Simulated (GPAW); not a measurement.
# Pb (Im-3m) in GPAW: further runs, part 2 of 2

GPAW 26.7.0. Earlier steps stand in the parts before.

## Step 4: Fermi surface, AM05

run.py

```python
import json
import numpy as np
from ase.dft.bandgap import bandgap
from ase.io import read, write
from ase.units import GPa
from gpaw import GPAW, PW, setup_paths

setup_paths.insert(0, '.')

atoms = read('Pb.xyz')

calc = GPAW(mode=PW(510),
            xc='AM05',
            kpts={'size': (9, 9, 9), 'gamma': True},
            occupations={'name': 'fermi-dirac', 'width': 0.05},
            nbands=14,
            convergence={'density': 1e-05, 'energy': 1e-05},
            maxiter=150,
            txt='gpaw.txt')
atoms.calc = calc
energy = atoms.get_potential_energy()
forces = atoms.get_forces()
stress = atoms.get_stress()
calc.write('gs.gpw')
write('result.traj', atoms)
print(f'Energy: {energy:.6f} eV')
print('Forces (eV/A):')
print(forces.round(4))
print('Stress (GPa):', (stress / GPa).round(3))
print('Fermi level:', round(calc.get_fermi_level(), 4), 'eV')
print(f'Gap: {bandgap(calc)[0]:.4f} eV, direct: {bandgap(calc, direct=True)[0]:.4f} eV')

size = (14, 14, 14)
dense = calc.fixed_density(kpts={'size': size, 'gamma': True}, update_fermi_level=True,
                           convergence={'bands': 'CBM+2.0', 'eigenstates': 1e-7}, txt='dense.txt')
ef = dense.get_fermi_level()
index = np.round(dense.get_bz_k_points() * size).astype(int) % size
recip = 2 * np.pi * atoms.cell.reciprocal()
sheets = []
for s, e_kn in enumerate(dense.eigenvalues()):
    for n in range(e_kn.shape[1] - 2):
        if e_kn[:, n].min() < ef < e_kn[:, n].max():
            e = np.empty(size)
            e[tuple(index.T)] = e_kn[dense.get_bz_to_ibz_map(), n] - ef
            de = np.array([(np.roll(e, -1, c) - np.roll(e, 1, c)) * size[c] / 2 for c in range(3)])
            v = np.linalg.norm(np.einsum('vc,cxyz->vxyz', np.linalg.inv(recip), de), axis=0)
            w = np.exp(-(e / 0.1)**2) / (0.1 * np.pi**0.5)
            sheets.append({'spin': s, 'band': n, 'filled': (e < 0).mean(), 'dos': w.mean(), 'bottom': e.min(), 'top': e.max(),
                           'velocity': (w * v).sum() / w.sum() * 1.519267e5, 'slice': e[:, :, 0].round(3).tolist()})
            print(f'spin {s} band {n}: filled share {sheets[-1]["filled"]:.3f}, from {e.min():.3f} to {e.max():.3f} eV,',
                  f'{w.mean():.3f} states/eV, mean velocity {sheets[-1]["velocity"]:.3e} m/s')
print('Fermi level on the dense mesh:', round(ef, 4), 'eV,', len(sheets), 'sheets')
json.dump({'ef': ef, 'sheets': sheets}, open('fermi.json', 'w'))
```

Pb.xyz

```xyz
1
Lattice="-1.9796595667 1.9796595667 1.9796595667 1.9796595667 -1.9796595667 1.9796595667 1.9796595667 1.9796595667 -1.9796595667" Properties=species:S:1:pos:R:3 pbc="T T T"
Pb     0.0000000000      0.0000000000      0.0000000000
```

Potentials or basis: PAW data sets generated in the run's folder for this functional, pw.

Command:

```
$ gpaw-setup -f AM05 Pb
$ OMP_NUM_THREADS=1 python run.py
```

gpaw.txt:

```text
__  _  _
 | _ |_)|_||  |
 |__||  | ||/\| - 26.7.0

Input parameters:
  mode=PW(ecut=510.0),
  convergence={'density': 1e-05, 'energy': 1e-05},
  kpts=MonkhorstPack(size=(9, 9, 9), gamma=True),
  maxiter=150,
  nbands=14,
  occupations=Occupations(name='fermi-dirac', width=0.05),
  xc=XC(name='AM05')

Diagonalizing LCAO Hamiltonian
Converting LCAO to pw mode

       Pb

Atoms  # Å, Bohr magnetons
|   | symbol |        x |        y |        z |    initial magnetic moments |
|---|--------|----------|----------|----------|-----------------------------|
| 0 |     Pb | 0.000000 | 0.000000 | 0.000000 | ( 0.0000,  0.0000,  0.0000) |

Unit cell  # Å
| periodic |         x |         y |         z |  lengths |     angles |
|----------|-----------|-----------|-----------|----------|------------|
|      yes | -1.979660 |  1.979660 |  1.979660 | 3.428871 | 109.471221 |
|      yes |  1.979660 | -1.979660 |  1.979660 | 3.428871 | 109.471221 |
|      yes |  1.979660 |  1.979660 | -1.979660 | 3.428871 | 109.471221 |

Number of symmetries: 48
Symmetry operations  # r_c * U_cc + t_c -> r_c
|    | kind |            matrix            |
|----|------|------------------------------|
|  0 |  σ   |  1, 1, 1,  0, 0,-1,  0,-1, 0 |
|  1 |  C4  |  1, 1, 1,  0, 0,-1, -1, 0, 0 |
|  2 |  C2  |  1, 1, 1,  0,-1, 0,  0, 0,-1 |
|  3 |  S6  |  1, 1, 1,  0,-1, 0, -1, 0, 0 |
|  4 |  S6  |  1, 1, 1, -1, 0, 0,  0, 0,-1 |
|  5 |  C4  |  1, 1, 1, -1, 0, 0,  0,-1, 0 |
|  6 |  E   |  1, 0, 0,  0, 1, 0,  0, 0, 1 |
|  7 |  σ   |  1, 0, 0,  0, 1, 0, -1,-1,-1 |
|  8 |  σ   |  1, 0, 0,  0, 0, 1,  0, 1, 0 |
[... 127 lines left out ...]
  Backstep threshold: 4.0
  History deletion threshold: 6.0
  Fourier metric: weight=20.0, sigma=0.015

occupation numbers:
  Fermi-Dirac:
    width: 0.0500  # eV

poisson solver:
  ecut: 4080.0  # eV

xc functional:
  name: AM05 with 2 nearest neighbor stencil

convergence criteria:
[... 6 lines left out ...]
|iter     | |      energy | eigst |  dens |
|---------|-|-------------|-------|-------|
|iter:   1| |   -3.896428 | -0.36 |       |
|iter:   2| |   -3.895493 | -2.30 | -1.73 |
|iter:   3| |   -3.880460 | -2.47 | -1.76 |
|iter:   4| |   -3.880348 | -3.58 | -2.25 |
|iter:   5| |   -3.880418c| -4.68 | -2.75 |
|iter:   6| |   -3.880422c| -6.44 | -3.88 |
|iter:   7| |   -3.880423c| -6.93 | -4.30 |
|iter:   8| |   -3.880423c| -7.97c| -5.24c|

Converged in 8 steps
Energy contributions relative to reference atoms: (reference = -566983.369020)

Energy contributions:
  Kinetic:           6.954302
  Coulomb:          -7.169553
  Zero:             -0.028535
  External:          0.000000
  Xc:               -3.634042
  Entropy:          -0.005190
  Spinorbit:         0.000000
  ----------------------------
  Free energy:      -3.883017
  Extrapolated:     -3.880423

dipole moment: (-8.363243, -8.363243, -8.363243)  # |e|*Ang

Fermi level: 7.261
Eigenvalues  # (at kpt = [0.000, 0.000, 0.000])
| band index |      eig [eV] | occ [0-2] |
|------------|---------------|-----------|
|          0 |        -9.867 |     2.000 |
|          1 |        -9.867 |     2.000 |
|          2 |        -9.867 |     2.000 |
|          3 |        -9.643 |     2.000 |
|          4 |        -9.643 |     2.000 |
|          5 |        -4.330 |     2.000 |
|          6 |        14.650 |     0.000 |
|          7 |        14.650 |     0.000 |
|          8 |        14.650 |     0.000 |
|          9 |        18.344 |     0.000 |
|         10 |        18.344 |     0.000 |
|         11 |        18.344 |     0.000 |
|         12 |        18.734 |     0.000 |
|         13 |        20.522 |     0.000 |

No gap
No difference between direct/indirect transitions

Forces  # eV/Ang
|       x |       y |       z |
|---------|---------|---------|
| 0.00000 | 0.00000 | 0.00000 |  # Pb   0

Stress tensor  # eV/Ang^3
|         x |         y |         z |
|-----------|-----------|-----------|
|  0.013197 |  0.000000 | -0.000000 |
|  0.000000 |  0.013197 | -0.000000 |
| -0.000000 | -0.000000 |  0.013197 |

# Writing to gs.gpw (mode='')
```

stdout:

```text
Energy: -3.880423 eV
Forces (eV/A):
[[0. 0. 0.]]
Stress (GPa): [ 2.114  2.114  2.114 -0.    -0.     0.   ]
Fermi level: 7.2615 eV
Gap: 0.0000 eV, direct: 0.0000 eV
spin 0 band 6: filled share 0.787, from -3.905 to 7.484 eV, 0.178 states/eV, mean velocity 1.588e+06 m/s
spin 0 band 7: filled share 0.198, from -1.929 to 7.484 eV, 0.237 states/eV, mean velocity 1.195e+06 m/s
spin 0 band 8: filled share 0.010, from -0.297 to 7.484 eV, 0.052 states/eV, mean velocity 7.014e+05 m/s
Fermi level on the dense mesh: 7.1665 eV, 3 sheets
```

dense.txt:

```text
Diagonalizing LCAO Hamiltonian
Converting LCAO to pw mode
convergence criteria:
- Maximum integral of absolute [eigenst]ate change: 1e-07 eV^2 / valence electron
maximum number of iterations: 150

SCF iterations
|iter     | |      energy | eigst |  dens |
|---------|-|-------------|-------|-------|
|iter:   1| |             | -0.06 |       |
|iter:   2| |             | -2.10 |       |
|iter:   3| |             | -3.43 |       |
|iter:   4| |             | -4.57 |       |
|iter:   5| |             | -5.62 |       |
|iter:   6| |             | -6.72 |       |
|iter:   7| |             | -7.36c|       |
SCF steps: 7
  __  _  _
 | _ |_)|_||  |
 |__||  | ||/\| - 26.7.0

Input parameters:
  mode=PW(ecut=510.0),
  convergence={'bands': 'CBM+2.0', 'eigenstates': 1e-07},
  gpts=array([18, 18, 18]),
  kpts=MonkhorstPack(size=(14, 14, 14), gamma=True),
  maxiter=150,
  nbands=14,
  occupations=Occupations(name='fermi-dirac', width=0.05),
  xc=XC(name='AM05')
```

It took 29 s on 1 thread of Arm Neoverse V1, shared host; peak memory 0.18 GiB.

What came out:

| Property | Result |
| --- | --- |
| Free energy | -3.8830 eV |
| Pressure | -2.1 GPa |
| Band gap on the k mesh | none (metal or under the smearing width) |

Levels at points of the mesh, in eV from the Fermi level:
| k point | band 4 | band 5 | band 6 | band 7 | band 8 | band 9 | band 10 |
| --- | --- | --- | --- | --- | --- | --- | --- |
| (0.00, 0.00, 0.00) | -16.90 | -16.90 | -11.59 | 7.39 | 7.39 | 7.39 | 11.08 |

Caveat: the cutoff is short for stress and forces, so pressures can be off by a GPa or more. Spin-orbit coupling is left out, which matters for the levels of Pb.

## Step 5: Fermi surface, WC

Edit run.py of step 4 so:

```diff
@@ -12,3 +12,3 @@
 calc = GPAW(mode=PW(510),
-            xc='AM05',
+            xc='WC',
             kpts={'size': (9, 9, 9), 'gamma': True},
```

Pb.xyz is that of step 4.

Potentials or basis: PAW data sets generated in the run's folder for this functional, pw.

Command:

```
$ gpaw-setup -f WC Pb
$ OMP_NUM_THREADS=1 python run.py
```

gpaw.txt:

```text
__  _  _
 | _ |_)|_||  |
 |__||  | ||/\| - 26.7.0

Input parameters:
  mode=PW(ecut=510.0),
  convergence={'density': 1e-05, 'energy': 1e-05},
  kpts=MonkhorstPack(size=(9, 9, 9), gamma=True),
  maxiter=150,
  nbands=14,
  occupations=Occupations(name='fermi-dirac', width=0.05),
  xc=XC(name='WC')

Diagonalizing LCAO Hamiltonian
Converting LCAO to pw mode

       Pb

Atoms  # Å, Bohr magnetons
|   | symbol |        x |        y |        z |    initial magnetic moments |
|---|--------|----------|----------|----------|-----------------------------|
| 0 |     Pb | 0.000000 | 0.000000 | 0.000000 | ( 0.0000,  0.0000,  0.0000) |

Unit cell  # Å
| periodic |         x |         y |         z |  lengths |     angles |
|----------|-----------|-----------|-----------|----------|------------|
|      yes | -1.979660 |  1.979660 |  1.979660 | 3.428871 | 109.471221 |
|      yes |  1.979660 | -1.979660 |  1.979660 | 3.428871 | 109.471221 |
|      yes |  1.979660 |  1.979660 | -1.979660 | 3.428871 | 109.471221 |

Number of symmetries: 48
Symmetry operations  # r_c * U_cc + t_c -> r_c
|    | kind |            matrix            |
|----|------|------------------------------|
|  0 |  σ   |  1, 1, 1,  0, 0,-1,  0,-1, 0 |
|  1 |  C4  |  1, 1, 1,  0, 0,-1, -1, 0, 0 |
|  2 |  C2  |  1, 1, 1,  0,-1, 0,  0, 0,-1 |
|  3 |  S6  |  1, 1, 1,  0,-1, 0, -1, 0, 0 |
|  4 |  S6  |  1, 1, 1, -1, 0, 0,  0, 0,-1 |
|  5 |  C4  |  1, 1, 1, -1, 0, 0,  0,-1, 0 |
|  6 |  E   |  1, 0, 0,  0, 1, 0,  0, 0, 1 |
|  7 |  σ   |  1, 0, 0,  0, 1, 0, -1,-1,-1 |
|  8 |  σ   |  1, 0, 0,  0, 0, 1,  0, 1, 0 |
|  9 |  C3  |  1, 0, 0,  0, 0, 1, -1,-1,-1 |
| 10 |  C3  |  1, 0, 0, -1,-1,-1,  0, 1, 0 |
| 11 |  σ   |  1, 0, 0, -1,-1,-1,  0, 0, 1 |
| 12 |  σ   |  0, 1, 0,  1, 0, 0,  0, 0, 1 |
| 13 |  C2  |  0, 1, 0,  1, 0, 0, -1,-1,-1 |
| 14 |  C3  |  0, 1, 0,  0, 0, 1,  1, 0, 0 |
| 15 |  S4  |  0, 1, 0,  0, 0, 1, -1,-1,-1 |
| 16 |  S4  |  0, 1, 0, -1,-1,-1,  1, 0, 0 |
| 17 |  C3  |  0, 1, 0, -1,-1,-1,  0, 0, 1 |
| 18 |  C3  |  0, 0, 1,  1, 0, 0,  0, 1, 0 |
| 19 |  S4  |  0, 0, 1,  1, 0, 0, -1,-1,-1 |
| 20 |  σ   |  0, 0, 1,  0, 1, 0,  1, 0, 0 |
| 21 |  C3  |  0, 0, 1,  0, 1, 0, -1,-1,-1 |
| 22 |  C2  |  0, 0, 1, -1,-1,-1,  1, 0, 0 |
| 23 |  S4  |  0, 0, 1, -1,-1,-1,  0, 1, 0 |
| 24 |  C4  |  0, 0,-1,  1, 1, 1,  0,-1, 0 |
| 25 |  σ   |  0, 0,-1,  1, 1, 1, -1, 0, 0 |
| 26 |  S6  |  0, 0,-1,  0,-1, 0,  1, 1, 1 |
| 27 |  C2  |  0, 0,-1,  0,-1, 0, -1, 0, 0 |
| 28 |  C4  |  0, 0,-1, -1, 0, 0,  1, 1, 1 |
| 29 |  S6  |  0, 0,-1, -1, 0, 0,  0,-1, 0 |
| 30 |  S6  |  0,-1, 0,  1, 1, 1,  0, 0,-1 |
| 31 |  C4  |  0,-1, 0,  1, 1, 1, -1, 0, 0 |
| 32 |  C4  |  0,-1, 0,  0, 0,-1,  1, 1, 1 |
| 33 |  S6  |  0,-1, 0,  0, 0,-1, -1, 0, 0 |
| 34 |  σ   |  0,-1, 0, -1, 0, 0,  1, 1, 1 |
| 35 |  C2  |  0,-1, 0, -1, 0, 0,  0, 0,-1 |
| 36 |  C2  | -1, 0, 0,  1, 1, 1,  0, 0,-1 |
| 37 |  S6  | -1, 0, 0,  1, 1, 1,  0,-1, 0 |
| 38 |  S6  | -1, 0, 0,  0, 0,-1,  1, 1, 1 |
| 39 |  C2  | -1, 0, 0,  0, 0,-1,  0,-1, 0 |
| 40 |  C2  | -1, 0, 0,  0,-1, 0,  1, 1, 1 |
| 41 |  i   | -1, 0, 0,  0,-1, 0,  0, 0,-1 |
| 42 |  S4  | -1,-1,-1,  1, 0, 0,  0, 1, 0 |
| 43 |  C3  | -1,-1,-1,  1, 0, 0,  0, 0, 1 |
| 44 |  C3  | -1,-1,-1,  0, 1, 0,  1, 0, 0 |
| 45 |  σ   | -1,-1,-1,  0, 1, 0,  0, 0, 1 |
| 46 |  S4  | -1,-1,-1,  0, 0, 1,  1, 0, 0 |
| 47 |  C2  | -1,-1,-1,  0, 0, 1,  0, 1, 0 |

BZ-sampling:
  Number of BZ points: 729
  Number of IBZ points: 35

  Monkhorst-Pack size: [9, 9, 9]
  Monkhorst-Pack shift: [0, 0, 0]

K-points  # in reciprocal-cell coordinates
|     |                                coordinates |     weight |
|-----|--------------------------------------------|------------|
|   0 | (  0.00000000,   0.00000000,   0.00000000) | 0.00137174 |
|   1 | (  0.11111111,   0.00000000,   0.00000000) | 0.01646091 |
|   2 | (  0.11111111,   0.11111111,  -0.11111111) | 0.00823045 |
|   3 | (  0.22222222,   0.00000000,  -0.11111111) | 0.03292181 |
|   4 | (  0.22222222,   0.00000000,   0.00000000) | 0.01646091 |
|   5 | (  0.22222222,   0.11111111,  -0.11111111) | 0.03292181 |
|   6 | (  0.22222222,   0.22222222,  -0.22222222) | 0.00823045 |
|   7 | (  0.33333333,  -0.11111111,  -0.11111111) | 0.01097394 |
|   8 | (  0.33333333,   0.00000000,  -0.11111111) | 0.06584362 |
|   9 | (  0.33333333,   0.00000000,   0.00000000) | 0.01646091 |
| ... |                                            |            |
|  34 | (  0.44444444,   0.44444444,   0.44444444) | 0.01097394 |

Plane wave coefficients: 824
Cutoff: 510.0 eV

Spin-components: 1 (collinear spins)
Bands:           14
Projectors:      6
Spin-degeneracy: 2
Datatype:        complex128

Parallelization:
  kpt:    1
  domain: 1
  band:   1

Density:
  Valence electrons: 14.0
  Components: 1
  Grid points: [18 18 18]
  Charge: 0.0  # |e|

Potential:
  Grid points: [18 18 18]

species:
  Pb:
    name:    Lead
    Z:       82.0
    valence: 14
    core:    68
    charge:  0.0  # [|e|]
    compensation charges:
      type: gauss
      rc: 0.38  # [Å]
      lmax: 2
    cutoffs:
      filter: 2.36  # [Å]
      core: 2.43  # [Å]
    projectors
    | kind |    occ | energy [eV] | rcut [Å] |
    |------|--------|-------------|----------|
    |   6s |  2.000 |     -12.026 |    1.259 |
    |   6p |  2.000 |      -3.514 |    1.275 |
    |   5d | 10.000 |     -21.153 |    1.217 |
    |    s |        |      15.185 |    1.259 |
    |    p |        |      23.697 |    1.275 |
    |    d |        |       6.058 |    1.217 |

    Using partial waves for Pb as LCAO basis

Reference energy: -567238.259986  # eV

eigensolver:
  PPCG
  Converge bands: occupied
  niter=2

density mixing:
  MSR1-Mixer
  Pratt-step length: 0.05
  Maximum mixing coefficient: 0.75
  Old densities: 10
  SVD Regularization: 0.005
  Good broyden scale: 1.0
  Trust region scale: 1.0
  Backstep threshold: 4.0
  History deletion threshold: 6.0
  Fourier metric: weight=20.0, sigma=0.015

occupation numbers:
  Fermi-Dirac:
    width: 0.0500  # eV

poisson solver:
  ecut: 4080.0  # eV

xc functional:
  name: WC with 2 nearest neighbor stencil

convergence criteria:
[... 6 lines left out ...]
|iter     | |      energy | eigst |  dens |
|---------|-|-------------|-------|-------|
|iter:   1| |   -4.187003 | -0.34 |       |
|iter:   2| |   -4.185975 | -2.32 | -1.74 |
|iter:   3| |   -4.170589 | -2.49 | -1.78 |
|iter:   4| |   -4.170424 | -3.62 | -2.29 |
|iter:   5| |   -4.170490 | -4.76 | -2.78 |
|iter:   6| |   -4.170496c| -6.31 | -3.85 |
|iter:   7| |   -4.170497c| -6.72 | -4.30 |
|iter:   8| |   -4.170497c| -7.97c| -5.11c|

Converged in 8 steps
Energy contributions relative to reference atoms: (reference = -567238.259986)

Energy contributions:
  Kinetic:           5.809502
  Coulomb:          -6.160424
  Zero:             -0.000916
  External:          0.000000
  Xc:               -3.816031
  Entropy:          -0.005258
  Spinorbit:         0.000000
  ----------------------------
  Free energy:      -4.173126
  Extrapolated:     -4.170497

dipole moment: (-8.370452, -8.370452, -8.370452)  # |e|*Ang

Fermi level: 7.189
Eigenvalues  # (at kpt = [0.000, 0.000, 0.000])
| band index |      eig [eV] | occ [0-2] |
|------------|---------------|-----------|
|          0 |        -9.868 |     2.000 |
|          1 |        -9.868 |     2.000 |
|          2 |        -9.868 |     2.000 |
|          3 |        -9.641 |     2.000 |
|          4 |        -9.641 |     2.000 |
|          5 |        -4.402 |     2.000 |
|          6 |        14.534 |     0.000 |
|          7 |        14.534 |     0.000 |
|          8 |        14.534 |     0.000 |
|          9 |        18.325 |     0.000 |
|         10 |        18.325 |     0.000 |
|         11 |        18.325 |     0.000 |
|         12 |        18.790 |     0.000 |
|         13 |        20.427 |     0.000 |

No gap
No difference between direct/indirect transitions

Forces  # eV/Ang
|       x |       y |       z |
|---------|---------|---------|
| 0.00000 | 0.00000 | 0.00000 |  # Pb   0

Stress tensor  # eV/Ang^3
|         x |         y |         z |
|-----------|-----------|-----------|
|  0.014594 |  0.000000 | -0.000000 |
|  0.000000 |  0.014594 | -0.000000 |
| -0.000000 | -0.000000 |  0.014594 |

# Writing to gs.gpw (mode='')
```

Run time: 29 s. Hardware: 1 thread of Arm Neoverse V1, shared host; peak memory 0.17 GiB.

Results:

| Quantity | Value |
| --- | --- |
| Free energy | -4.1731 eV |
| Pressure | -2.3 GPa |
| Band gap on the k mesh | none (metal or under the smearing width) |

Caveat: the cutoff is short for stress and forces, so pressures can be off by a GPa or more.

## Step 6: Overview

```tsv
level	potentials or basis	gap on the mesh (eV)	pressure (GPa)
r2SCAN	GPAW PAW data sets (gpaw-data 1.2.1), pw	none	-0.8
RPBE	the program's PAW data sets (release 1.2.1) made for this functional, pw	none	1.9
AM05	PAW data sets generated in the run's folder for this functional, pw	none	-2.1
WC	PAW data sets generated in the run's folder for this functional, pw	none	-2.3
```

Alike in all rows: task Fermi surface; no spin polarisation; cell as given; k mesh 9 × 9 × 9; cutoff (eV) 510; smearing fermi-dirac 0.05 eV.

Caveats: the cutoff is short for stress and forces, so pressures can be off by a GPa or more; the PAW data sets were made with another functional, which shifts forces and pressure a little (some runs).

Absolute energies hang on the potentials; compare differences alone.
